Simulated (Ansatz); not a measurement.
**How much do the gradients of TaSi2 depend on the method?**

Cell: an entry of the Crystallography Open Database (COD), whose atoms a relaxation with PBE at fixed cell left in place.

Space group P6_422 (No. 181); a = 4.7839, c = 6.5700 Å, γ = 120.00°.

```csv
site,Wyckoff,site symmetry,x,y,z
Ta,3c,222,0.5000,0.0000,0.0000
Si,6i,..2,0.1590,0.3179,0.0000
```

One atom of each set is listed.

First run. Method: Kohn–Sham DFT in Ansatz, PBE, plane waves and PAW, scalar-relativistic, 420 eV cutoff, Γ-centred 11×11×7 k-points, Fermi–Dirac smearing 0.05 eV.

```tsv
site	V_zz (10²¹ V/m²)	η
Ta	6.53	0.81
Si	-2.76	0.50
```

Second run. The same atoms and settings, except that the functional is r2SCAN and the cutoff is 500 eV.

(1) What does the second run give?

Results:

(1) 

```csv
site,V_zz,η,change of V_zz
Ta,6.70,0.85,+0.17
Si,-2.69,0.51,+0.07
```

The largest change of V_zz is on Ta, from 6.53 to 6.70. In per cent, |V_zz| changes by +3 on Ta, -3 on Si (all sites that start above 2).

With no gap above 0.1 eV, as in a metal, the gradients converge slowly in k; expect changes of a tenth or more on a denser mesh. Without spin–orbit coupling the gradients at and beside Ta can be off by some per cent, at some sites by more. With these PAW files V_zz is typically within 2 to 3 % of all-electron values, but misses above 10 % occur on Ta.
